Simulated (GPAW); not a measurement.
Runs of GPAW 26.7.0 on Ge. It takes space group Cmce (No. 64, orthorhombic). The conventional cell has a = 8.674 Å, b = 5.997 Å, c = 5.750 Å, α = 90.00°, β = 90.00°, γ = 90.00°. Ge (site symmetry m) is surrounded by 9 Ge at 2.71 to 3.04 Å. Around Ge (site symmetry 2) lie 10 Ge at 2.84 to 3.09 Å. This isn't the form of Ge at room conditions, which is diamond.

```tsv
task	level	potentials or basis	cell	k mesh	band path	band points	mesh quality	gap on the mesh (eV)	pressure (GPa)	largest force (eV/Å)
band structure	PBEsol	PAW data sets generated in the run's folder for this functional, pw	as given	4 × 4 × 3	GXSRAZGYX1A1TY,ZT	80	coarse	-	-0.2	0.14
single point	PBEsol	PAW data sets generated in the run's folder for this functional, pw	as given	6 × 6 × 5	-	-	not flagged	none	-0.4	(a)
band structure	LDA	the program's PAW data sets (release 1.2.1) made for this functional, pw	as given	4 × 4 × 3	GXSRAZGYX1A1TY,ZT	80	coarse	-	-1.8	(b)
single point	PBEsol	PAW data sets generated in the run's folder for this functional, pw	atoms moved at random, drawn with an rms of 0.05 Å	6 × 6 × 5	-	-	not flagged	none	-0.2	0.35
```

Alike in all rows: no spin polarisation; cutoff (eV) 600; smearing fermi-dirac 0.05 eV.

Task: Fill in the values left out.

Result: (a) 0.05; (b) 0.12.

Caveats: some runs use coarse meshes.

A k mesh can miss the band edges, and the runs leave out spin-orbit coupling on Ge.

A gap of «none» marks a metal or a gap under the smearing width.
